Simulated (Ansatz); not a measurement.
## BN: a vibration from a frozen displacement

All numbers below come from Ansatz, DFT PBE, scalar-relativistic, plane waves, PAW. The runs took a 420 eV cutoff, a Γ-centred 12×12×4 mesh and Gaussian smearing (0.05 eV). No spin polarisation. Energies are free energies at this smearing, counted from the undisturbed cell; pressure is positive in compression.

Zero of the scan (as given, not relaxed at this level; it stands at 3.3 GPa):

```yaml
crystal:
  lattice:
    - [2.50399, 0.00000, 0.00000]
    - [-1.25200, 2.16852, 0.00000]
    - [0.00000, 0.00000, 6.66120]
  atoms:
    - { symbol: B, position: [0.33333, 0.66667, 0.25000] }
    - { symbol: B, position: [0.66667, 0.33333, 0.75000] }
    - { symbol: N, position: [0.33333, 0.66667, 0.75000] }
    - { symbol: N, position: [0.66667, 0.33333, 0.25000] }
```

The cell holds layers and no dispersion correction was added, so their binding is poorly described.

Every N atom is moved by x along the Cartesian unit vector (-0.866, -0.500, 0.000); the cell and all other atoms stay fixed. The cell's volume is 36.17 Å³; the moved atoms weigh 28.014 u together and the others 21.620 u. Some rows repeat others by symmetry and weren't run.

| x (Å) | ΔE (meV/cell) | total force on the moved atoms along the move (eV/Å) | pressure (GPa) |
| --- | --- | --- | --- |
| -0.5000 | 13260.46 | 72.5445 | 111.3120 |
| -0.4375 | 9359.97 | 53.3727 | 83.2368 |
| -0.3750 | 6472.70 | 39.7873 | 60.4370 |
| -0.3125 | 4308.78 | 29.9481 | 42.1490 |
| -0.2500 | 2681.81 | 22.3986 | 27.7799 |
| -0.1875 | 1482.59 | 16.1277 | 16.9231 |
| -0.1250 | 652.35 | 10.5133 | 9.3195 |
| -0.0625 | 162.26 | 5.2006 | 4.8132 |
| 0.0000 | 0.00 | 0.0000 | 3.3198 |
| 0.0625 | 162.26 | -5.2006 | 4.8132 |
| 0.1250 | 652.35 | -10.5133 | 9.3195 |
| 0.1875 | 1482.59 | -16.1277 | 16.9231 |
| 0.2500 | 2681.81 | -22.3986 | 27.7799 |
| 0.3125 | 4308.78 | -29.9481 | 42.1490 |
| 0.3750 | 6472.70 | -39.7873 | 60.4370 |
| 0.4375 | 9359.97 | -53.3727 | 83.2368 |
| 0.5000 | 13260.46 | -72.5445 | 111.3120 |

Question: What frequency belongs to this motion?

Answer: The force constant is k = −dF/dx = 83.209 eV/Å², from the parabola through x = -0.0625, 0 and 0.0625. In every cell the moved atoms swing against the rest, so the mass is μ = m₁m₂/(m₁ + m₂) = 12.203 u, and ν̃ = 521.5 cm⁻¹ × √(|k|/μ) = 1362 cm⁻¹, at this cell's pressure of 3.3 GPa. To first order in x, and within 1 %, the force on every atom lies along the move and, within each of the two groups, in proportion to the atom's mass, so this is itself a mode at the zone centre of this cell, taken without macroscopic field (the transverse frequency in a polar insulator).

Question: How far does the harmonic law reach?

Answer: At x = -0.500 Å, kx²/2 = 10401.11 meV against the computed 13260.46 meV (+27.5 %): the well stiffens in this direction at large amplitude.

Question: The pressure changes with x². What does that say about the frequency under compression?

Answer: With E = k(V)x²/2, k ∝ V^(−2γ) and x scaling with the cell as V^(1/3), P − P0 = −∂E/∂V = (2γ − 2/3) ΔE/V. At x = 0.1250 Å, V(P − P0) = 36.17 × 5.99972 / 160.2 eV = 1354.47 meV and ΔE = 652.35 meV, so γ = 1/3 + V(P − P0)/(2ΔE) = 1.37. This is the Grüneisen parameter of the motion under uniform scaling of the cell: shrinking the cell evenly by 1 % in volume raises the frequency by about 1.37 %.